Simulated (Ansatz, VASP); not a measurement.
**Two plane-wave programs on Zr**

The input INCAR:

```
SYSTEM = Zr
ALGO = Fast ; EDIFF = 1E-7
ENCUT = 520 ; GGA = RE
ISIF = 2 ; ISMEAR = -1
LASPH = .TRUE. ; LCHARG = .FALSE.
LREAL = .FALSE. ; LWAVE = .FALSE.
NBANDS = 19 ; NELM = 100
PREC = Accurate ; SIGMA = 0.1
```

Contents of KPOINTS:

```
k-points
0
G
  10 10 10
  0 0 0
```

POSCAR

```
Zr
1.0
    0.0000000000      3.2157623371      3.2157623371
    3.2157623371      0.0000000000      3.2157623371
    3.2157623371      3.2157623371      0.0000000000
Zr
2
Direct
    0.1250000000      0.1250000000      0.1250000000
    0.8750000000      0.8750000000      0.8750000000
```

Input for Ansatz:

```yaml
crystal:
  lattice:
    - [0.0, 3.2157623371, 3.2157623371]
    - [3.2157623371, 0.0, 3.2157623371]
    - [3.2157623371, 3.2157623371, 0.0]
  atoms:
    - { symbol: Zr, position: [0.125, 0.125, 0.125] }
    - { symbol: Zr, position: [0.875, 0.875, 0.875] }
hamiltonian:
  xc: revpbe
  pseudopotentials:
    kind: paw
    azcp:
      Zr: "pseudopotentials/Zr.paw.azcp"
basis:
  ecutwfc: 420
  fft_grid_basis: typed
kpoints:
  mp_grid: { grid: [10, 10, 10], shift: [0, 0, 0] }
magnetization:
  spin_polarized: false
scf:
  occupations: { method: fermi_dirac, width: 0.1 }
  lower_state_search: "off"
output:
  stress: true
```

Alike in both runs: task single point; functional revPBE; k mesh 10 × 10 × 10; occupations fermi-dirac, width 0.1 eV; no spin polarisation.

```csv
,VASP,Ansatz
version,VASP 6.6.1,Ansatz 0.2.0
potentials or method,"VASP PAW PBE potentials, release 64 (Zr_sv)","plane waves (420 eV) with PAW, scalar-relativistic"
plane-wave cutoff (eV),520,420
valence electrons in the cell,24,24
```

```tsv
	VASP	Ansatz	Ansatz less VASP
pressure (GPa)	-1.1	-1.1	-0.05
```

Caveats: the PAW data sets were made with another functional, which shifts forces and pressure a little (VASP).
